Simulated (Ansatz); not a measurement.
**Li (Im-3m): relaxations under a series of pressures**

Aim: relaxations under a series of pressures, for Li (Im-3m), run from a script.

All numbers are computed with Ansatz 0.2.0, driven from Python. Level of theory: DFT r2SCAN, plane waves, PAW.

## (1) Starting point

Symmetry: Im-3m, No. 229, cubic system. The conventional cell has a = 3.509 Å, b = 3.509 Å, c = 3.509 Å, α = 90.00°, β = 90.00°, γ = 90.00°. Li (site symmetry m-3m) is surrounded by 8 Li at 3.04 Å.

The script holds or builds the structure itself.

## (2) Script

compress.py reads:

```python
"""Volume and enthalpy of Li against pressure."""

import ansatz
import numpy as np
from pymatgen.core import Lattice, Structure
from pymatgen.io.ase import AseAtomsAdaptor

def edges_and_angles(cell):
    cell = np.asarray(cell)
    a, b, c = np.linalg.norm(cell, axis=1)
    cosines = cell[1] @ cell[2] / (b * c), cell[0] @ cell[2] / (a * c), cell[0] @ cell[1] / (a * b)
    return (a, b, c, *np.degrees(np.arccos(cosines)))


def main() -> None:
    pmg_structure = Structure(
        Lattice([(-1.75465, 1.75465, 1.75465), (1.75465, -1.75465, 1.75465), (1.75465, 1.75465, -1.75465)]),
        ["Li"],
        [
            (0.0, 0.0, 0.0),
        ],
    )
    xtal = ansatz.Crystal.from_ase(AseAtomsAdaptor.get_atoms(pmg_structure))

    calculation = (
        xtal.calculation()
        .functional("r2scan")
        .kpoints(11, center="gamma")
        .occupations("methfessel_paxton")
    )

    # H = F + PV, with 1 GPa A^3 = 1/160.21766 eV
    rows = []
    for pressure in [0, 10, 20, 30, 40]:
        done = calculation.relax(cell=True, pressure=pressure, force_tolerance=0.05).run()
        cell = done.lattice.cell_ang
        n_atoms = len(done.lattice.sites)
        volume = abs(np.linalg.det(cell)) / n_atoms
        enthalpy = done.report["free_energy_ev"] / n_atoms + pressure * volume / 160.21766
        rows.append((pressure, volume, enthalpy, *edges_and_angles(cell)))
        print(f"{pressure} GPa done: {volume:.4f} A^3/atom")

    print(" P (GPa)  V (A^3/atom)  H (eV/atom)     a       b       c")
    for row in rows:
        print("{:8.1f} {:12.4f} {:14.5f} {:7.4f} {:7.4f} {:7.4f}".format(*row[:6]))
    p, v = np.array([row[0] for row in rows], float), np.array([row[1] for row in rows])
    print("mean bulk modulus between rows (GPa):", np.round(-np.diff(p) / np.diff(np.log(v)), 1))


if __name__ == "__main__":
    main()
```

## (3) The calls as engine input

The package turns the script's settings into the engine's input (first run):

```yaml
crystal:
  lattice:
    - [-1.75465, 1.75465, 1.75465]
    - [1.75465, -1.75465, 1.75465]
    - [1.75465, 1.75465, -1.75465]
  atoms:
    - { symbol: Li, position: [0.0, 0.0, 0.0] }
kpoints:
  mp_grid:
    grid: [11, 11, 11]
    shift: [0.0, 0.0, 0.0]
hamiltonian:
  xc: r2scan
scf:
  occupations:
    method: methfessel_paxton
relax:
  f_tol: 0.05
  cell:
    p_target: 0.0
```

## (4) The run

Run with:

```bash
python compress.py
```

What it wrote:

```text
DeckWarning: basis.ecutwfc = 500 eV, auto-derived from the records' recommended cutoffs: set by Li (their level for a meta-GGA)
0 GPa done: 20.9889 A^3/atom
10 GPa done: 14.1449 A^3/atom
20 GPa done: 11.7665 A^3/atom
30 GPa done: 10.3930 A^3/atom
40 GPa done: 9.4549 A^3/atom
 P (GPa)  V (A^3/atom)  H (eV/atom)     a       b       c
     0.0      20.9889     -205.13713  3.0098  3.0098  3.0098
    10.0      14.1449     -204.09435  2.6388  2.6388  2.6388
    20.0      11.7665     -203.29381  2.4817  2.4817  2.4817
    30.0      10.3930     -202.60514  2.3812  2.3812  2.3812
    40.0       9.4549     -201.98727  2.3072  2.3072  2.3072
mean bulk modulus between rows (GPa): [ 25.3  54.3  80.6 105.7]
```

(Warnings from the package without file and line.)

Wall time 30 s (1 thread of Arm Neoverse V1, shared host); peak memory 0.41 GiB.

## (5) The engine's runs

From the records of these 5 runs:

| run | pressure asked (GPa) | energy from run 1 (meV/atom) | final volume (Å³/atom) | pressure (GPa) | SCF cycles in all | CPU time (s) |
| --- | --- | --- | --- | --- | --- | --- |
| 1 | 0 | 0.00 | 20.99 | 0.01 | 14 | 3.4 |
| 2 | 10 | 159.93 | 14.14 | 10.00 | 29 | 5.7 |
| 3 | 20 | 374.51 | 11.77 | 20.03 | 33 | 6.1 |
| 4 | 30 | 585.95 | 10.39 | 30.03 | 36 | 6.5 |
| 5 | 40 | 789.36 | 9.45 | 39.98 | 37 | 7 |

Energies are free energies F = E - TS of the smeared occupations. 

## (6) Path of the relaxation of run 1

The steps of the relaxation:

| step | energy from step 1 (eV/cell) | largest force component (eV/Å) | pressure (GPa) | volume (Å³) |
| --- | --- | --- | --- | --- |
| 1 | 0.0000 | 0.0000 | -0.35 | 21.61 |
| 2 | -0.0005 | 0.0000 | -0.21 | 21.35 |
| 3 | -0.0007 | 0.0000 | 0.01 | 20.99 |
| 4 | -0.0007 | 0.0000 | 0.01 | 20.99 |

Step 1 is the start. Step 4 repeats the geometry before it on a plane-wave basis chosen anew for that cell, so its energy need not be comparable with the rows above.

Lengths and angles in the start's conventional setting:

«Before» is this run's own start.

|  | before | after | change |
| --- | --- | --- | --- |
| a (Å) | 3.509 | 3.475 | -1.0 % |
| b (Å) | 3.509 | 3.475 | -1.0 % |
| c (Å) | 3.509 | 3.475 | -1.0 % |
| volume (Å³/atom) | 21.61 | 20.99 | -2.9 % |
| shortest distance (Å) | 3.039 | 3.010 | -1.0 % |
| space group (0.01 Å) | Im-3m | Im-3m | same |

Forces and stress were held to the start's 48 operations: a distortion of lower symmetry was not tested.

## (7) Path of the relaxation of run 5

Relaxation path:

| step | energy from step 1 (eV/cell) | largest force component (eV/Å) | pressure (GPa) | volume (Å³) |
| --- | --- | --- | --- | --- |
| 1 | 0.0000 | 0.0000 | -0.35 | 21.61 |
| 2 | 0.0126 | 0.0000 | 1.94 | 18.60 |
| 3 | 0.0748 | 0.0000 | 5.81 | 15.88 |
| 4 | 0.2073 | 0.0000 | 12.28 | 13.45 |
| 5 | 0.4397 | 0.0000 | 23.12 | 11.27 |
| 6 | 0.8275 | 0.0000 | 41.95 | 9.30 |
| 7 | 0.7878 | 0.0000 | 39.97 | 9.45 |
| 8 | 0.7887 | 0.0000 | 39.98 | 9.45 |

Step 1 is the start. Step 8 repeats the geometry before it on a plane-wave basis chosen anew for that cell, so its energy need not be comparable with the rows above.

Lengths and angles in the start's conventional setting:

«Before» is this run's own start.

|  | before | after | change |
| --- | --- | --- | --- |
| a (Å) | 3.509 | 2.664 | -24.1 % |
| b (Å) | 3.509 | 2.664 | -24.1 % |
| c (Å) | 3.509 | 2.664 | -24.1 % |
| volume (Å³/atom) | 21.61 | 9.45 | -56.2 % |
| shortest distance (Å) | 3.039 | 2.307 | -24.1 % |
| space group (0.01 Å) | Im-3m | Im-3m | same |

The run keeps the 48 symmetry operations of the start, so it could not have lowered the symmetry.

Under a set pressure the enthalpy E + pV is minimised, so E itself may rise.

## (8) Summary of results

| quantity | value |
| --- | --- |
| bulk modulus between neighbouring pressures | 25.3 to 105.7 GPa |
| runs compared | 5 |
| range of energy | 789.36 meV/atom |

**Reading.** The crystal stiffens as it is compressed. The volume falls from 20.99 Å³ an atom at 0 GPa to 9.45 at 40 GPa, by 55.0 %. Between 0 and 10 GPa, -V dP/dV is about 25 GPa, a mean over that step. In run 1, over 2 moves the cell shrank by 2.9 % in volume, and the space group stayed Im-3m. In run 5, the volume shrank by 56.2 % over 6 moves under the 40 GPa asked, and the space group stayed Im-3m. What to keep in mind:
- At a fixed pressure a relaxation lowers the enthalpy F + PV, while F alone can rise.
- For a metal this k-point mesh is coarse: on a finer one energies can move by several to tens of meV an atom and pressures by half a GPa or more, differences at one mesh by less.
- Symmetry holds the cell in this phase, so another phase that may be stable under pressure is not reached.
